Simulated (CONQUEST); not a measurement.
## BN under changes of volume

One of the cells (8.967 Å³/atom); the others are scaled copies at fixed shape and fractional positions:

```xyz
8
Lattice="2.4982 0.0000 0.0000 0.0000 4.3271 0.0000 0.0000 0.0000 6.6357" Properties=species:S:1:pos:R:3 pbc="T T T"
N     0.0000    1.4424    4.9768
N     1.2491    3.6059    4.9768
N     0.0000    2.8847    1.6589
N     1.2491    0.7212    1.6589
B     0.0000    1.4424    1.6589
B     1.2491    3.6059    1.6589
B     0.0000    2.8847    4.9768
B     1.2491    0.7212    4.9768
```

* Program: CONQUEST 1.3
* Functional: PBE
* Potentials or basis: PseudoDojo NC PBE, DZP, grid of 32 × 48 × 72 points
* k mesh: 11 × 6 × 4
* Occupations: fermi-dirac, width 0.05 eV
* Spin: no spin polarisation

| volume (Å³/atom) | energy over the lowest point (meV/atom) | pressure (GPa) | gap on the mesh (eV) | largest force (eV/Å) |
| --- | --- | --- | --- | --- |
| 8.429 | 60.12 | 25.8 | 4.30 | 0.003 |
| 8.608 | ? | ? | ? | ? |
| 8.787 | 17.22 | 12.9 | 4.26 | 0.003 |
| 8.967 | 5.84 | 7.6 | 4.23 | 0.004 |
| 9.146 | 0.15 | 2.5 | 4.21 | 0.003 |
| 9.325 | 0.00 | -2.2 | 4.19 | 0.004 |
| 9.505 | 4.82 | -6.4 | 4.16 | 0.001 |

What does the run at 8.608 Å³/atom give?

Energy over the lowest point 35.06 meV/atom; pressure 19.1 GPa; gap on the mesh 4.28 eV; largest force 0.001 eV/Å.

Worked out: A Birch-Murnaghan fit of order 3 (a polynomial in V^(-2/3)) to the other rows has its minimum at 9.24 Å³/atom with B0 = V·E''(V) = 237 GPa and B' = 3.5 at fixed shape and positions, which overstates the stiffness. It gives 35.18 meV/atom at 8.608 Å³/atom, against the run's 35.06, and -dE/dV = 19.1 GPa, against 19.1. A straight line through the other rows of the gap, of slope -1.16 eV per unit of ln V, gives 4.28 eV, against the run's 4.28.

Energies are extrapolated to zero smearing.

Caveats: an odd mesh through Γ misses points on the zone boundary, where band edges often lie; this functional lacks dispersion, which binds the layers, so the pressure and a relaxed spacing across them are unreliable; the basis of atomic orbitals isn't converged, which shifts pressures, moduli and gaps.
